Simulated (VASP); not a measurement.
# SnSe2 (P-3m1) in VASP: settings compared, part 2 of 2

VASP 6.6.1.

**4. Band structure, SCAN**

Contents of INCAR:

```
  ALGO = Normal
  EDIFF = 1E-6
  ENCUT = 520
  ISIF = 2
  ISMEAR = -1
  LASPH = True
  LCHARG = False
  LMIXTAU = True
  LREAL = False
  LWAVE = False
  METAGGA = SCAN
  NELM = 60
  PREC = Accurate
  SIGMA = 0.05
```

Contents of KPOINTS:

```
k-points
0
Gamma
  8 8 5
```

Contents of POSCAR:

```
SnSe2
1.0
    3.8110000000      0.0000000000      0.0000000000
   -1.9055000000      3.3004228138      0.0000000000
    0.0000000000      0.0000000000      6.1360000000
Sn Se
1 2
Direct
    0.0000000000      0.0000000000      0.0000000000
    0.6666666667      0.3333333333      0.7510000000
    0.3333333333      0.6666666667      0.2490000000
```

Contents of KPOINTS_OPT:

```
path GMKGALHA,LM,KH
10
line-mode
reciprocal
 0.0000000000  0.0000000000  0.0000000000  G
 0.5000000000  0.0000000000  0.0000000000  M

 0.5000000000  0.0000000000  0.0000000000  M
 0.3333333333  0.3333333333  0.0000000000  K

 0.3333333333  0.3333333333  0.0000000000  K
 0.0000000000  0.0000000000  0.0000000000  G

 0.0000000000  0.0000000000  0.0000000000  G
 0.0000000000  0.0000000000  0.5000000000  A

 0.0000000000  0.0000000000  0.5000000000  A
 0.5000000000  0.0000000000  0.5000000000  L

 0.5000000000  0.0000000000  0.5000000000  L
 0.3333333333  0.3333333333  0.5000000000  H

 0.3333333333  0.3333333333  0.5000000000  H
 0.0000000000  0.0000000000  0.5000000000  A

 0.5000000000  0.0000000000  0.5000000000  L
 0.5000000000  0.0000000000  0.0000000000  M

 0.3333333333  0.3333333333  0.0000000000  K
 0.3333333333  0.3333333333  0.5000000000  H
```

Potentials or basis: VASP PAW PBE potentials, release 64 (Sn_d, Se).

Run with:

```sh
$ cat potpaw_PBE.64/Sn_d/POTCAR potpaw_PBE.64/Se/POTCAR > POTCAR
$ mpirun -np 1 vasp_std > vasp.out
```

OUTCAR:

```text
EDIFF = 1E-6
   ENCUT = 520
   ISIF = 2
   ISMEAR = -1
   LASPH = True
   LREAL = False
   METAGGA = SCAN
   NELM = 60
   PREC = Accurate

 ion  position               nearest neighbor table
   1  0.000  0.000  0.000-   2 2.68   3 2.68   3 2.68   2 2.68   2 2.68   3 2.68
   2  0.667  0.333  0.751-   1 2.68   1 2.68   1 2.68
   3  0.333  0.667  0.249-   1 2.68   1 2.68   1 2.68

  LATTYP: Found a hexagonal cell.
 ALAT       =     3.8110000000
 C/A-ratio  =     1.6100760955

  Lattice vectors:

 A1 = (   3.8110000000,   0.0000000000,   0.0000000000)
 A2 = (  -1.9055000000,   3.3004228138,   0.0000000000)
 A3 = (   0.0000000000,   0.0000000000,   6.1360000000)

Analysis of symmetry for initial positions (statically):
=====================================================================
 Subroutine PRICEL returns:
 Original cell was already a primitive cell.

 Routine SETGRP: Setting up the symmetry group for a
 hexagonal supercell.

 Subroutine GETGRP returns: Found 12 space group operations
 (whereof 12 operations were pure point group operations)
 out of a pool of 24 trial point group operations.

The static configuration has the point symmetry D_3d.

Analysis of symmetry for dynamics (positions and initial velocities):
=====================================================================
 Subroutine PRICEL returns:
 Original cell was already a primitive cell.

 Routine SETGRP: Setting up the symmetry group for a
 hexagonal supercell.

 Subroutine GETGRP returns: Found 12 space group operations
 (whereof 12 operations were pure point group operations)
 out of a pool of 24 trial point group operations.

The dynamic configuration has the point symmetry D_3d.

 Subroutine INISYM returns: Found 12 space group operations
 (whereof 12 operations are pure point group operations),
 and found     1 'primitive' translations

----------------------------------------------------------------------------------------

                                     Primitive cell

  volume of cell :      77.1781

  direct lattice vectors                    reciprocal lattice vectors
     3.811000000  0.000000000  0.000000000     0.262398321  0.151495741  0.000000000
    -1.905500000  3.300422814  0.000000000     0.000000000  0.302991482  0.000000000
     0.000000000  0.000000000  6.136000000     0.000000000  0.000000000  0.162972621

  length of vectors
     3.811000000  3.811000000  6.136000000     0.302991482  0.302991482  0.162972621

  position of ions in fractional coordinates (direct lattice)
     0.000000000  0.000000000  0.000000000
     0.666666667  0.333333333  0.751000000
     0.333333333  0.666666667  0.249000000

  ion indices of the primitive-cell ions
   primitive index   ion index
                 1           1
                 2           2
                 3           3

----------------------------------------------------------------------------------------

 KPOINTS: k-points

Automatic generation of k-mesh.
 Grid dimensions read from file:
 generate k-points for:    8    8    5

 Generating k-lattice:

  Cartesian coordinates                     Fractional coordinates (reciprocal lattice)
     0.032799790  0.018936968  0.000000000     0.125000000  0.000000000  0.000000000
     0.000000000  0.037873935  0.000000000     0.000000000  0.125000000  0.000000000
     0.000000000  0.000000000  0.032594524     0.000000000  0.000000000  0.200000000

  Length of vectors
     0.037873935  0.037873935  0.032594524

  Shift w.r.t. Gamma in fractional coordinates (k-lattice)
     0.000000000  0.000000000  0.000000000

 Subroutine IBZKPT returns following result:
 ===========================================

 Found     40 irreducible k-points:

 Following reciprocal coordinates:
            Coordinates               Weight
  0.000000  0.000000  0.000000      1.000000
  0.125000  0.000000  0.000000      6.000000
  0.250000  0.000000  0.000000      6.000000
  0.375000  0.000000  0.000000      6.000000
  0.500000  0.000000  0.000000      3.000000
  0.125000  0.125000  0.000000      6.000000
[... 16 lines left out ...]
 -0.125000  0.500000  0.200000     12.000000
  0.250000  0.250000  0.200000     12.000000
 [... further k-points ...]
   k-points           NKPTS =     40   k-points in BZ     NKDIM =     40   number of bands    NBANDS=     17
   number of dos      NEDOS =    301   number of ions     NIONS =      3
   total plane-waves  NPLWV =  37632
   dimension x,y,z NGX =    28 NGY =   28 NGZ =   48
   dimension x,y,z NGXF=    56 NGYF=   56 NGZF=   96
   ions per type =               1   2
   NGX,Y,Z   is equivalent  to a cutoff of  12.21, 12.21, 13.00 a.u.
   NGXF,Y,Z  is equivalent  to a cutoff of  24.43, 24.43, 26.01 a.u.
 SYSTEM =  unknown system
   PREC   = accura    normal or accurate (medium, high low for compatibility)
   ISTART =      0    job   : 0-new  1-cont  2-samecut
   ICHARG =      2    charge: 1-file 2-atom 10-const
   ISPIN  =      1    spin polarized calculation?
   LNONCOLLINEAR =      F non collinear calculations
   LSORBIT =      F    spin-orbit coupling
   LASPH  =      T    aspherical Exc in radial PAW
   ENCUT  =  520.0 eV  38.22 Ry    6.18 a.u.   7.09  7.09 11.41*2*pi/ulx,y,z
   NELM   =     60;   NELMIN=  2; NELMDL= -5     # of ELM steps
   EDIFF  = 0.1E-05   stopping-criterion for ELM
   LREAL  =      F    real-space projection
   EDIFFG = 0.1E-04   stopping-criterion for IOM
   NSW    =      0    number of steps for IOM
   IBRION =     -1    ionic relax: 0-MD 1-quasi-New 2-CG
   NFREE  =      0    steps in history (QN), initial steepest desc. (CG)
   ISIF   =      2    stress and relaxation
   ISYM   =      2    0-nonsym 1-usesym 2-fastsym
   POTIM  = 0.5000    time-step for ionic-motion
   TEBEG  =    0.0;   TEEND  =   0.0 temperature during run
   PSTRESS=    0.0 pullay stress
   NELECT =      26.0000    total number of electrons
   NUPDOWN=      -1.0000    fix difference up-down
   EMIN   =  10.00;   EMAX   =-10.00  energy-range for DOS
   EFERMI =   0.00;   METHOD = LEGACY
   ISMEAR =    -1;   SIGMA  =   0.05  broadening in eV -4-tet -1-fermi 0-gaus
   EFERMI_NEDOS =   21; number of points for ismear=-14 and -15
   IALGO  =     38    algorithm
   IMIX   =      4    mixing-type and parameters
     AMIX     =   0.40;   BMIX     =  1.00
     AMIX_MAG =   1.60;   BMIX_MAG =  1.00
  volume/ion in A,a.u.               =      25.73       173.61
  Fermi-wavevector in a.u.,A,eV,Ry     =   1.139116  2.152617 17.654722  1.297585
  Thomas-Fermi vector in A             =   2.275820
   LORBIT       =      0    0 simple, 1 ext, 2 COOP (PROOUT), +10 PAW based schemes
   METAGGA = SCAN    functional components
   LHFCALC =     F    Hartree Fock is set to
   AEXX    =    0.0000 exact exchange contribution
   IVDW    =     0    specifies the selected vdW correction
   LEPSILON=     F    determine dielectric tensor
   LRPA    =     F    only Hartree local field effects (RPA)
 non-spin polarized calculation
  energy-cutoff  :      520.00
  volume of cell :       77.18
 maximum number of plane-waves:      2095
   NGX = 15   NGY = 15   NGZ = 23

 number of electron      26.0000006 magnetization

 Free energy of the ion-electron system (eV)
  ---------------------------------------------------
  ext. energy  EPLUGINS =         0.00000000
  ---------------------------------------------------
  free energy    TOTEN  =       -77.04337653 eV

  energy without entropy =      -77.04337432  energy(sigma->0) =      -77.04337543

 E-fermi :   4.4006     XC(G=0): -10.0390

 val. band max:        3.8600733790   @ k =   0.1250   0.0000   0.0000
 cond. band min:       4.9095007367   @ k =   0.5000   0.0000   0.4000
 fundamental gap:      1.0494273577
 Fermi energy:         4.4006499626

 k-point     1 :       0.0000    0.0000    0.0000
  band No.  band energies     occupation
      1     -17.9350      2.00000
      2     -17.9349      2.00000
      3     -17.8761      2.00000
      4     -17.8605      2.00000
      5     -17.8604      2.00000
      6     -10.6748      2.00000
[... 9 lines left out ...]
     16       8.8484      0.00000
     17       8.8486      0.00000
[... 441 lines left out ...]
 k-point    24 :       0.2500    0.2500    0.2000
  band No.  band energies     occupation
      1     -17.9807      2.00000
      2     -17.9366      2.00000
      3     -17.8672      2.00000
      4     -17.8542      2.00000
      5     -17.8355      2.00000
      6      -9.0216      2.00000
[... 9 lines left out ...]
     16      10.3530      0.00000
     17      11.1030      0.00000

 [... further k-points ...]

------------------------ aborting loop because EDIFF is reached ----------------------------------------

  FORCE on cell =-STRESS in cart. coord.  units (eV):
  Direction    XX          YY          ZZ          XY          YZ          ZX
  --------------------------------------------------------------------------------------
  -------------------------------------------------------------------------------------
  Total        1.4375254      1.4375254      2.0897779      0.0000000      0.0000000      0.0000000
  in kB       29.8422960     29.8422960     43.3827250      0.0000000      0.0000000      0.0000000
  external PRESSURE =      34.3557724 kB  Pullay stress =       0.0000000 kB

 VOLUME and BASIS-vectors are now :
 -----------------------------------------------------------------------------
  energy-cutoff  :      520.00
  volume of cell :       77.18
      direct lattice vectors                 reciprocal lattice vectors
     3.811000000  0.000000000  0.000000000     0.262398321  0.151495741  0.000000000
    -1.905500000  3.300422814  0.000000000     0.000000000  0.302991482  0.000000000
     0.000000000  0.000000000  6.136000000     0.000000000  0.000000000  0.162972621

 POSITION                                       TOTAL-FORCE (eV/Angst)
 -----------------------------------------------------------------------------------
      0.00000      0.00000      0.00000         0.000000      0.000000      0.000000
      1.90550      1.10014      4.60814         0.000000      0.000000     -0.533181
     -0.00000      2.20028      1.52786        -0.000000      0.000000      0.533181
 -----------------------------------------------------------------------------------
    total drift:                                0.000000      0.000000     -0.000000

  FREE ENERGIE OF THE ION-ELECTRON SYSTEM (eV)
  ---------------------------------------------------
  free  energy   TOTEN  =       -77.0433765327 eV

  energy  without entropy=      -77.0433743187  energy(sigma->0) =      -77.04337543
```

Wall time 3.7 min (1 thread of Intel Xeon 6975P-C (Granite Rapids), shared host); peak memory 0.24 GiB.

What came out:

```yaml
Free_energy: -77.0434 eV
Pressure: 3.4 GPa
Largest_force: 0.533 eV/Å
Band_gap_on_the_k_mesh: 1.05 eV, indirect (least direct gap 1.45 eV)
Band_gap_along_the_path: 0.98 eV, indirect (least direct gap 1.45 eV)
```

Forces in eV/Å, atoms in the order of the input:
```
Sn   0.000  0.000  0.000
Se   0.000  0.000 -0.533
Se   0.000  0.000  0.533
```

Levels at the corners of the path, in eV from the valence-band top:
```tsv
point	band 9	band 10	band 11	band 12	band 13	band 14	band 15	band 16	band 17
Γ	-0.77	-0.77	-0.44	-0.44	-0.04	1.40	3.36	4.95	4.95
M	-4.62	-3.00	-2.81	-1.22	-0.35	1.35	4.21	5.84	5.87
M	-4.62	-3.00	-2.81	-1.22	-0.35	1.35	4.21	5.84	5.87
K	-3.81	-3.81	-3.48	-1.57	-1.57	1.62	7.09	7.09	7.80
K	-3.81	-3.81	-3.48	-1.57	-1.57	1.62	7.09	7.09	7.81
Γ	-0.77	-0.77	-0.44	-0.44	-0.04	1.40	3.36	4.95	4.95
Γ	-0.77	-0.77	-0.44	-0.44	-0.04	1.40	3.36	4.95	4.95
A	-2.11	-0.87	-0.87	-0.29	-0.29	2.73	3.33	4.68	4.68
A	-2.11	-0.87	-0.87	-0.29	-0.29	2.73	3.33	4.68	4.68
L	-5.08	-2.64	-2.06	-0.87	-0.74	1.07	4.65	5.23	6.34
L	-5.08	-2.64	-2.06	-0.87	-0.74	1.07	4.65	5.23	6.32
H	-4.34	-4.34	-3.86	-0.41	-0.41	2.77	5.17	5.17	6.64
H	-4.34	-4.34	-3.86	-0.41	-0.41	2.77	5.17	5.17	6.64
A	-2.11	-0.87	-0.87	-0.29	-0.29	2.73	3.33	4.68	4.68
L	-5.08	-2.64	-2.06	-0.87	-0.74	1.07	4.65	5.23	6.32
M	-4.62	-3.00	-2.81	-1.22	-0.35	1.35	4.21	5.84	5.87
K	-3.81	-3.81	-3.48	-1.57	-1.57	1.62	7.09	7.09	7.73
H	-4.34	-4.34	-3.86	-0.41	-0.41	2.77	5.17	5.17	6.64
```

Caveat: the PAW data sets were made with another functional, which shifts forces and pressure a little; spin-orbit coupling is left out, which moves the levels of the heavy elements.

**5. Band structure, SCAN, spin-orbit coupling, no magnetisation**

Contents of INCAR:

```
SYSTEM = SnSe2
  PREC = Accurate
  ENCUT = 520
  EDIFF = 1E-7
  ISMEAR = -1
  SIGMA = 0.05
  LREAL = .FALSE.
  LASPH = .TRUE.
  NELM = 60
  ALGO = Normal
  ISIF = 2
  LWAVE = .FALSE.
  LCHARG = .FALSE.
  LNONCOLLINEAR = .TRUE.
  MAGMOM = 0 0 0 0 0 0 0 0 0
  LORBIT = 11
  LSORBIT = .TRUE.
  GGA_COMPAT = .FALSE.
  METAGGA = SCAN
  LMIXTAU = .TRUE.
```

Contents of KPOINTS:

```
Automatic mesh
0
G
  5 5 3
  0 0 0
```

POSCAR is that of step 4.

KPOINTS_OPT, as its differences from that of step 4:

```diff
@@ -1,3 +1,3 @@
 path GMKGALHA,LM,KH
-10
+20
 line-mode
```

Run with:

```sh
$ cat potpaw_PBE.64/Sn_d/POTCAR potpaw_PBE.64/Se/POTCAR > POTCAR
$ mpirun -np 1 vasp_ncl > vasp.out
```

Wall time 26 min (1 thread of Intel Xeon 6975P-C (Granite Rapids), shared host); peak memory 0.44 GiB.

Results (log left out):

```
Free energy                                           : -77.0996 eV
Pressure                                              : 3.6 GPa
Largest force                                         : 0.502 eV/Å
Valence electrons inside the program's atomic spheres : Sn 12.22; Se 3.89
```

Forces on the atoms (eV/Å):
```
Sn   0.000  0.000  0.000
Se   0.000  0.000 -0.502
Se   0.000  0.000  0.502
```

Stress tensor (GPa, compression positive):
```
3.23 0.00 0.00
0.00 3.23 0.00
0.00 0.00 4.29
```

Caveat: the k mesh is coarse (spacing up to 0.38 Å⁻¹), so the values aren't converged; the PAW data sets were made with another functional, which shifts forces and pressure a little.

**6. Band structure, rSCAN**

Contents of INCAR:

```
SYSTEM = SnSe2
PREC     = Accurate       ! precision mode
ENCUT    = 520            ! plane-wave cutoff, eV
EDIFF    = 1E-6           ! SCF threshold, eV
ISMEAR   = -1             ! smearing method
SIGMA    = 0.05           ! smearing width, eV
LREAL    = .False.        ! projectors in reciprocal space
LASPH    = .True.         ! aspherical terms in the spheres
NELM     = 80             ! most SCF steps
ALGO     = Normal         ! electronic algorithm
ISIF     = 2              ! what is computed and relaxed
LWAVE    = .False.        ! write WAVECAR
LCHARG   = .False.        ! write CHGCAR
METAGGA  = RSCAN          ! meta-GGA
LMIXTAU  = .True.
```

Contents of KPOINTS:

```
regular mesh
0
Gamma
  8 8 5
  0 0 0
```

POSCAR is that of step 5.

KPOINTS_OPT, as its differences from that of step 5:

```diff
@@ -1,3 +1,3 @@
 path GMKGALHA,LM,KH
-20
+10
 line-mode
```

Potentials or basis: VASP PAW PBE potentials, release 64 (Sn_d, Se).

Run with:

```sh
$ cat potpaw_PBE.64/Sn_d/POTCAR potpaw_PBE.64/Se/POTCAR > POTCAR
$ mpirun -np 1 vasp_std > vasp.out
```

Wall time 3.5 min (1 thread of Intel Xeon 6975P-C (Granite Rapids), shared host); peak memory 0.24 GiB.

It converged, with:

| Item | Value |
| --- | --- |
| Free energy | -92.8545 eV |
| Pressure | 3.6 GPa |
| Largest force | 0.523 eV/Å |
| Band gap on the k mesh | 1.08 eV, indirect (least direct gap 1.49 eV) |
| Band gap along the path | 1.01 eV, indirect (least direct gap 1.49 eV) |

Forces on the atoms (eV/Å):
```
Sn   0.000  0.000  0.000
Se   0.000  0.000 -0.523
Se   0.000  0.000  0.523
```

Stress tensor (GPa, compression positive):
```
3.09 0.00 0.00
0.00 3.09 0.00
0.00 0.00 4.46
```

Levels at the corners of the path, in eV from the valence-band top:
| point | band 10 | band 11 | band 12 | band 13 | band 14 | band 15 | band 16 | band 17 |
| --- | --- | --- | --- | --- | --- | --- | --- | --- |
| Γ | -0.77 | -0.45 | -0.45 | -0.03 | 1.46 | 3.40 | 5.01 | 5.01 |
| M | -2.99 | -2.80 | -1.22 | -0.36 | 1.37 | 4.25 | 5.87 | 5.90 |
| M | -2.99 | -2.80 | -1.22 | -0.36 | 1.37 | 4.25 | 5.87 | 5.90 |
| K | -3.80 | -3.47 | -1.58 | -1.58 | 1.66 | 7.17 | 7.17 | 7.83 |
| K | -3.80 | -3.47 | -1.58 | -1.58 | 1.66 | 7.17 | 7.17 | 7.84 |
| Γ | -0.77 | -0.45 | -0.45 | -0.03 | 1.46 | 3.40 | 5.01 | 5.01 |
| Γ | -0.77 | -0.45 | -0.45 | -0.03 | 1.46 | 3.40 | 5.01 | 5.01 |
| A | -0.86 | -0.86 | -0.30 | -0.30 | 2.77 | 3.39 | 4.73 | 4.73 |
| A | -0.86 | -0.86 | -0.30 | -0.30 | 2.77 | 3.39 | 4.73 | 4.73 |
| L | -2.63 | -2.04 | -0.88 | -0.75 | 1.10 | 4.68 | 5.26 | 6.32 |
| L | -2.63 | -2.04 | -0.88 | -0.75 | 1.10 | 4.68 | 5.26 | 6.31 |
| H | -4.33 | -3.85 | -0.42 | -0.42 | 2.82 | 5.22 | 5.22 | 6.69 |
| H | -4.33 | -3.85 | -0.42 | -0.42 | 2.82 | 5.22 | 5.22 | 6.69 |
| A | -0.86 | -0.86 | -0.30 | -0.30 | 2.77 | 3.39 | 4.73 | 4.73 |
| L | -2.63 | -2.04 | -0.88 | -0.75 | 1.10 | 4.68 | 5.26 | 6.31 |
| M | -2.99 | -2.80 | -1.22 | -0.36 | 1.37 | 4.25 | 5.87 | 5.90 |
| K | -3.80 | -3.47 | -1.58 | -1.58 | 1.66 | 7.17 | 7.17 | 7.78 |
| H | -4.33 | -3.85 | -0.42 | -0.42 | 2.82 | 5.22 | 5.22 | 6.69 |

Caveat: the PAW data sets were made with another functional, which shifts forces and pressure a little; spin-orbit coupling is left out, which moves the levels of the heavy elements.

**7. The reference run**

An earlier run on the cell as given: functional PBEsol; potentials or basis VASP PAW PBE potentials, release 64 (Sn_d, Se); cutoff 520 eV; k mesh 8 × 8 × 5; occupations fermi-dirac, width 0.05 eV; no spin polarisation.

- Pressure: 2.6 GPa
- Largest force: 0.622 eV/Å
- Band gap on the k mesh: 0.73 eV, indirect (least direct gap 1.00 eV)

**8. Overview**

| task | level | spin | k mesh | ladder | mesh quality | gap on the mesh (eV) | pressure (GPa) | largest force (eV/Å) |
| --- | --- | --- | --- | --- | --- | --- | --- | --- |
| band structure | r2SCAN | off | 8 × 8 × 5 | - | not flagged | 1.10 | 3.6 | 0.53 |
| band structure | r2SCAN | SOC, no magnetisation | 5 × 5 × 3 | - | coarse | - | 3.8 | 0.50 |
| band structure | SCAN | off | 8 × 8 × 5 | - | not flagged | 1.05 | 3.4 | 0.53 |
| band structure | SCAN | SOC, no magnetisation | 5 × 5 × 3 | - | coarse | - | 3.6 | 0.50 |
| band structure | rSCAN | off | 8 × 8 × 5 | - | not flagged | 1.08 | 3.6 | 0.52 |
| single point | PBEsol | off | 8 × 8 × 5 | free | not flagged | 0.73 | 2.6 | 0.62 |

Alike in all rows: potentials or basis VASP PAW PBE potentials, release 64 (Sn_d, Se); cell as given; cutoff (eV) 520; smearing fermi-dirac 0.05 eV.

Caveats: some runs use coarse meshes; the PAW data sets were made with another functional, which shifts forces and pressure a little; spin-orbit coupling is left out, which moves the levels of the heavy elements (some runs); an odd mesh through Γ misses points on the zone boundary, where band edges often lie (some runs); this functional lacks dispersion, which binds the layers, so the pressure and a relaxed spacing across them are unreliable (some runs).

Absolute energies hang on the potentials; compare differences alone.
